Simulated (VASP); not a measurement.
# MgO (P-6m2) in VASP: further runs

The runs below take MgO through G0W0 quasiparticle levels, with PBE.

Everything below comes from runs of VASP 6.6.1. Logs are shortened: lines on timing, memory, paths and dates and some standing lists are left out, and cuts for length are marked.

**1. The crystal as given**

Symmetry: P-6m2, No. 187, hexagonal system. The conventional cell has a = 2.938 Å, b = 2.938 Å, c = 2.680 Å, α = 90.00°, β = 90.00°, γ = 120.00°. Mg (site symmetry -6m2) is surrounded by 6 O at 2.16 Å. O (site symmetry -6m2) has 6 Mg at 2.16 Å as nearest neighbours.

Measurements of this composition are mostly on another form, of space group No. 225.

**2. G0W0 quasiparticle levels, PBE**

POSCAR

```
MgO
1.0
    2.9380209034      0.0000000000      0.0000000000
   -1.4690104517      2.5444007392      0.0000000000
    0.0000000000      0.0000000000      2.6796800000
Mg O
1 1
Direct
    0.0000000000      0.0000000000      0.0000000000
    0.3333333333      0.6666666667      0.5000000000
```

INCAR.step1

```
SYSTEM = MgO
ALGO     = Normal         ! electronic algorithm
EDIFF    = 1E-8           ! SCF threshold, eV
ENCUT    = 400            ! plane-wave cutoff, eV
GGA      = PE             ! functional
ISMEAR   = 0              ! smearing method
LASPH    = .TRUE.         ! aspherical terms in the spheres
LCHARG   = .FALSE.        ! write CHGCAR
LREAL    = .FALSE.        ! projectors in reciprocal space
LWAVE    = .TRUE.         ! write WAVECAR
NELM     = 60             ! most SCF steps
PREC     = Accurate       ! precision mode
SIGMA    = 0.01           ! smearing width, eV
```

INCAR.step2

```
SYSTEM = MgO
ALGO     = Exact          ! electronic algorithm
EDIFF    = 1E-8           ! SCF threshold, eV
ENCUT    = 400            ! plane-wave cutoff, eV
GGA      = PE             ! functional
ISMEAR   = 0              ! smearing method
ISTART   = 1            
LASPH    = .TRUE.         ! aspherical terms in the spheres
LCHARG   = .FALSE.        ! write CHGCAR
LOPTICS  = .TRUE.         ! frequency-dependent dielectric function
LREAL    = .FALSE.        ! projectors in reciprocal space
LWAVE    = .TRUE.         ! write WAVECAR
NBANDS   = 52             ! bands
NELM     = 1              ! most SCF steps
PREC     = Accurate       ! precision mode
SIGMA    = 0.01           ! smearing width, eV
```

INCAR.step3

```
SYSTEM = MgO
ALGO     = EVGW0          ! electronic algorithm
EDIFF    = 1E-8           ! SCF threshold, eV
ENCUT    = 400            ! plane-wave cutoff, eV
ENCUTGW  = 150            ! cutoff of the response function
GGA      = PE             ! functional
ISMEAR   = 0              ! smearing method
ISTART   = 1            
LASPH    = .TRUE.         ! aspherical terms in the spheres
LCHARG   = .FALSE.        ! write CHGCAR
LREAL    = .FALSE.        ! projectors in reciprocal space
LWAVE    = .FALSE.        ! write WAVECAR
NBANDS   = 52             ! bands
NBANDSGW = 12           
NELMGW   = 1            
NOMEGA   = 48             ! frequency points
PREC     = Accurate       ! precision mode
PRECFOCK = Fast         
SIGMA    = 0.01           ! smearing width, eV
```

KPOINTS

```
k-points
0
G
  3 3 3
  0 0 0
```

Potentials or basis: VASP PAW PBE potentials, release 64 (Mg_GW, O_GW).

Started as:

```sh
$ cat potpaw_PBE.64/Mg_GW/POTCAR potpaw_PBE.64/O_GW/POTCAR > POTCAR
$ cp INCAR.step1 INCAR
$ mpirun -np 1 vasp_std > vasp.out
$ cp INCAR.step2 INCAR
$ mpirun -np 1 vasp_std > vasp.out
$ cp INCAR.step3 INCAR
$ mpirun -np 1 vasp_std > vasp.out
```

OUTCAR:

```text
SYSTEM = MgO
   EDIFF = 1E-8
   ENCUT = 400
   ENCUTGW = 150
   GGA = PE
   ISMEAR = 0
   ISTART = 1
   LASPH = .TRUE.
   LREAL = .FALSE.
   NELMGW = 1
   PREC = Accurate
   PRECFOCK = Fast

 Found      6 irreducible k-points:

 Following reciprocal coordinates:
            Coordinates               Weight
  0.000000  0.000000  0.000000      1.000000
  0.333333  0.000000  0.000000      6.000000
  0.333333  0.333333  0.000000      2.000000
  0.000000  0.000000  0.333333      2.000000
  0.333333  0.000000  0.333333     12.000000
  0.333333  0.333333  0.333333      4.000000
   k-points           NKPTS =      6   k-points in BZ     NKDIM =     27   number of bands    NBANDS=     52
   number of dos      NEDOS =    301   number of ions     NIONS =      2
   total plane-waves  NPLWV =   7200
   dimension x,y,z NGX =    20 NGY =   20 NGZ =   18
   dimension x,y,z NGXF=    40 NGYF=   40 NGZF=   36
   ions per type =               1   1
   NGX,Y,Z   is equivalent  to a cutoff of  11.32, 11.32, 11.17 a.u.
   NGXF,Y,Z  is equivalent  to a cutoff of  22.63, 22.63, 22.33 a.u.
 SYSTEM =  MgO
   PREC   = accura    normal or accurate (medium, high low for compatibility)
   ISTART =      1    job   : 0-new  1-cont  2-samecut
   ICHARG =      0    charge: 1-file 2-atom 10-const
   ISPIN  =      1    spin polarized calculation?
   LNONCOLLINEAR =      F non collinear calculations
   LSORBIT =      F    spin-orbit coupling
   LASPH  =      T    aspherical Exc in radial PAW
   ENCUT  =  400.0 eV  29.40 Ry    5.42 a.u.   4.79  4.79  4.37*2*pi/ulx,y,z
   NELM   =     60;   NELMIN=  2; NELMDL=  0     # of ELM steps
   EDIFF  = 0.1E-07   stopping-criterion for ELM
   LREAL  =      F    real-space projection
   EDIFFG = 0.1E-06   stopping-criterion for IOM
   NSW    =      0    number of steps for IOM
   IBRION =     -1    ionic relax: 0-MD 1-quasi-New 2-CG
   NFREE  =      0    steps in history (QN), initial steepest desc. (CG)
   ISIF   =      0    stress and relaxation
   ISYM   =      3    0-nonsym 1-usesym 2-fastsym
   POTIM  = 0.5000    time-step for ionic-motion
   TEBEG  =    0.0;   TEEND  =   0.0 temperature during run
   PSTRESS=    0.0 pullay stress
   NELECT =       8.0000    total number of electrons
   NUPDOWN=      -1.0000    fix difference up-down
   EMIN   =  10.00;   EMAX   =-10.00  energy-range for DOS
   EFERMI =   0.00;   METHOD = LEGACY
   ISMEAR =     0;   SIGMA  =   0.01  broadening in eV -4-tet -1-fermi 0-gaus
   EFERMI_NEDOS =   21; number of points for ismear=-14 and -15
   IALGO  =     38    algorithm
   IMIX   =      4    mixing-type and parameters
     AMIX     =   0.40;   BMIX     =  1.00
     AMIX_MAG =   1.60;   BMIX_MAG =  1.00
  volume/ion in A,a.u.               =      10.02        67.59
  Fermi-wavevector in a.u.,A,eV,Ry     =   1.205583  2.278221 19.775115  1.453430
  Thomas-Fermi vector in A             =   2.341275
   LORBIT       =      0    0 simple, 1 ext, 2 COOP (PROOUT), +10 PAW based schemes
   GGA     = PE    functional components
   LHFCALC =     T    Hartree Fock is set to
   PRECFOCK=fast      Normal, Fast or Accurate (Low or Medium for compatibility)
   ENCUT4O =  -1.0   cutoff for four orbital integrals eV
   NKREDX  =     1    reduce k-point grid by
   NKREDY  =     1    reduce k-point grid by
   NKREDZ  =     1    reduce k-point grid by
   AEXX    =    1.0000 exact exchange contribution
   HFSCREEN=    0.0000 screening length (either q_TF or 0.3 A-1)
   HFSCREENC=   0.0000 screening length for correlation (either q_TF or 0.3 A-1)
   ENCUTFOCK=  -1.0 apply spherical cutoff to Coloumb kernel
   IVDW    =     0    specifies the selected vdW correction
   LEPSILON=     F    determine dielectric tensor
   LRPA    =     F    only Hartree local field effects (RPA)
   LRPAFORCE           =     F    calculate RPA forces
   ENCUTGW             = 150.0    cutoff for response function in eV
   ENCUTGWSOFT         = 120.0    soft cutoff for Coulomb kernel in GW response function in eV
   ENCUTLF             =  -1.0    cutoff for local field effects
   NELMGW              =     1    number of iterations in solving QP/BSE equation
   NELMHF              =     1    number of iterations in the inner HF iteration
   NKREDLFX            =     1    NKREDLFY  =   1   NKREDLFZ  =   1
 non-spin polarized calculation
 Gauss-broadening in eV      SIGMA  =   0.01
  energy-cutoff  :      400.00
  volume of cell :       20.03
 maximum number of plane-waves:       381
 NGX is ok and might be reduce to    20
  NGX = 12; NGY = 12; NGZ = 10
   NGX =  9   NGY =  9   NGZ =  9
 maximum number of plane-waves:        93

 QP shifts <psi_nk| G(iteration)W_0 |psi_nk>: iteration 1
 for sc-GW calculations column KS-energies equals QP-energies in previous step
 and V_xc(KS)=  KS-energies - (<T + V_ion + V_H > + <T+V_H+V_ion>^1  + <V_x>^1)

 k-point   1 :       0.0000    0.0000    0.0000
  band No.  KS-energies  QP-energies   sigma(KS)   V_xc(KS)     V^pw_x(r,r')   Z            occupation Imag(sigma)

      1     -14.0518     -15.8839     -20.8434     -18.1237     -29.8456       0.6736       2.0000       1.2720
      2       2.7873       1.8407     -20.4247     -19.1557     -24.8691       0.7459       2.0000       0.1743
      3       2.7873       1.8407     -20.4247     -19.1557     -24.8691       0.7459       2.0000       0.1743
      4       3.0042       2.0185     -20.5820     -19.2601     -25.0617       0.7457       2.0000       0.1740
      5       6.3331       7.2750     -10.0136     -11.1995      -6.4520       0.7942       0.0000      -0.1226
      6      15.2011      16.1640      -7.7080      -8.9262      -3.1422       0.7904       0.0000      -0.1645
      7      18.8472      19.8896      -7.4305      -8.7565      -2.6577       0.7862       0.0000      -0.2608
      8      18.8472      19.8896      -7.4305      -8.7565      -2.6577       0.7862       0.0000      -0.2608
      9      23.1427      24.0257      -7.3528      -8.4524      -2.0775       0.8031       0.0000      -0.6893
     10      24.1017      25.4338      -9.2055     -10.9720      -3.4202       0.7541       0.0000      -0.6913
     11      25.7642      27.1839      -9.3317     -11.2110      -3.4220       0.7555       0.0000      -0.7246
     12      25.7642      27.1839      -9.3317     -11.2110      -3.4220       0.7555       0.0000      -0.7246

 k-point   2 :       0.3333    0.0000    0.0000
  band No.  KS-energies  QP-energies   sigma(KS)   V_xc(KS)     V^pw_x(r,r')   Z            occupation Imag(sigma)

      1     -13.2985     -15.1143     -21.6183     -18.9273     -30.5384       0.6748       2.0000       1.1728
      2      -0.6802      -1.9689     -16.7816     -14.9972     -21.1883       0.7223       2.0000       0.2411
      3       2.2495       1.2111     -19.8822     -18.4846     -24.3414       0.7429       2.0000       0.1797
      4       3.2669       2.3284     -20.8936     -19.6388     -25.3653       0.7479       2.0000       0.1731
      5       9.4494      10.4605     -10.1889     -11.4844      -6.3589       0.7805       0.0000      -0.1368
      6      13.8166      15.0786      -9.7686     -11.4042      -5.3721       0.7716       0.0000      -0.1732
      7      17.0288      18.2776      -9.4157     -11.0190      -4.7362       0.7789       0.0000      -0.2094
      8      20.6293      21.9682      -9.0810     -10.8141      -3.7325       0.7725       0.0000      -0.4643
      9      22.6509      23.8720      -7.9527      -9.5492      -2.8793       0.7649       0.0000      -0.4022
     10      24.2623      25.3479      -7.6755      -9.0554      -2.2689       0.7867       0.0000      -0.6101
     11      28.4018      29.7044      -8.1187      -9.7539      -2.5290       0.7966       0.0000      -0.7746
     12      28.6762      30.0692      -8.0437      -9.7906      -2.3210       0.7974       0.0000      -0.8578

 k-point   3 :       0.3333    0.3333    0.0000
  band No.  KS-energies  QP-energies   sigma(KS)   V_xc(KS)     V^pw_x(r,r')   Z            occupation Imag(sigma)

      1     -12.8703     -14.6728     -22.1241     -19.4610     -31.0192       0.6768       2.0000       1.1206
      2      -0.3016      -1.5727     -17.2384     -15.4911     -21.7010       0.7275       2.0000       0.2330
      3      -0.2851      -1.6234     -16.8020     -14.9723     -21.1265       0.7315       2.0000       0.2236
      4       3.4111       2.4976     -21.0769     -19.8583     -25.5490       0.7497       2.0000       0.1737
      5      11.8062      12.9592     -11.3187     -12.8352      -7.2825       0.7603       0.0000      -0.1714
      6      14.6312      16.3107     -12.1020     -14.3207      -7.7438       0.7570       0.0000      -0.1803
      7      14.8402      16.0838      -9.4961     -11.0947      -4.8891       0.7779       0.0000      -0.2027
      8      22.7689      23.7870      -7.4539      -8.7740      -2.5349       0.7712       0.0000      -0.3661
      9      23.0142      23.9053      -7.2271      -8.4159      -1.7513       0.7496       0.0000      -0.5027
     10      24.3229      25.8048      -7.6684      -9.5373      -2.5734       0.7929       0.0000      -0.4109
     11      24.5254      25.5763      -7.8132      -9.1358      -2.5421       0.7946       0.0000      -0.5243
     12      26.4881      27.5833      -7.4433      -8.8474      -2.0922       0.7800       0.0000      -0.5954
[... 17 lines left out ...]
 k-point   5 :       0.3333    0.0000    0.3333
  band No.  KS-energies  QP-energies   sigma(KS)   V_xc(KS)     V^pw_x(r,r')   Z            occupation Imag(sigma)

      1     -12.6815     -14.5049     -22.1600     -19.5009     -31.0115       0.6857       2.0000       1.1279
      2      -0.1313      -1.3846     -17.5279     -15.8135     -21.9833       0.7310       2.0000       0.2243
      3       0.5064      -0.7237     -18.2795     -16.6001     -22.7934       0.7325       2.0000       0.2109
      4       2.6158       1.6345     -20.2670     -18.9520     -24.7110       0.7463       2.0000       0.1745
      5      10.2660      11.2297      -9.5938     -10.8267      -5.6844       0.7816       0.0000      -0.1428
      6      14.0778      15.2363      -8.9031     -10.3857      -4.4594       0.7814       0.0000      -0.1709
      7      17.5548      18.9831     -10.6080     -12.4725      -5.6935       0.7660       0.0000      -0.2866
      8      19.1041      20.3943      -9.6278     -11.3158      -4.6214       0.7643       0.0000      -0.3250
      9      19.4167      20.6204      -7.9024      -9.4410      -2.9790       0.7823       0.0000      -0.3135
     10      24.4760      25.7969      -7.9888      -9.6618      -2.5770       0.7896       0.0000      -0.6394
     11      24.9209      26.2215      -8.6700     -10.3236      -3.3091       0.7865       0.0000      -0.5232
     12      31.3104      32.7223      -7.3322      -9.0701      -1.7013       0.8124       0.0000      -0.9924

 k-point   6 :       0.3333    0.3333    0.3333
  band No.  KS-energies  QP-energies   sigma(KS)   V_xc(KS)     V^pw_x(r,r')   Z            occupation Imag(sigma)

      1     -12.3465     -14.1541     -22.5397     -19.9141     -31.3763       0.6884       2.0000       1.0994
      2       0.5562      -0.6703     -18.0960     -16.4269     -22.5440       0.7348       2.0000       0.2071
      3       0.5680      -0.6764     -17.9381     -16.2488     -22.3299       0.7366       2.0000       0.2051
      4       0.6441      -0.5503     -18.8175     -17.1863     -23.4392       0.7322       2.0000       0.2122
      5      10.3437      11.1247      -8.1710      -9.1660      -4.0467       0.7850       0.0000      -0.1464
      6      14.3390      15.7094      -9.1572     -10.9141      -4.8364       0.7800       0.0000      -0.1656
      7      17.1805      18.5547      -9.5398     -11.3316      -4.7141       0.7670       0.0000      -0.2186
      8      18.4932      19.6819     -10.0307     -11.5683      -5.1364       0.7730       0.0000      -0.3100
      9      18.5957      20.1950     -11.2387     -13.3530      -6.0999       0.7564       0.0000      -0.3583
     10      24.6038      25.9038      -9.2011     -10.8662      -3.6890       0.7807       0.0000      -0.5897
     11      29.4012      30.8956      -7.9042      -9.7845      -2.3421       0.7948       0.0000      -0.7609
     12      30.6734      31.9465      -7.0804      -8.6424      -1.5205       0.8150       0.0000      -0.9453
```

Wall time 7.2 s (1 thread of Intel Xeon 6975P-C (Granite Rapids), shared host); peak memory 0.14 GiB.

The run converged, but a check on its numbers failed (symmetry, net force, bounds or a known fault of this set-up), so they aren't taken as properties of the crystal.

Caveat: the k mesh is coarse (spacing up to 0.82 Å⁻¹), so the values aren't converged; the cutoff lies under the usual one of these potentials, so the numbers hold a large basis-set error; bands, screening cutoff and mesh are small and nothing is extrapolated, so the quasiparticle values aren't converged; an odd mesh through Γ misses points on the zone boundary, where band edges often lie.

[end of part 1 of 4]
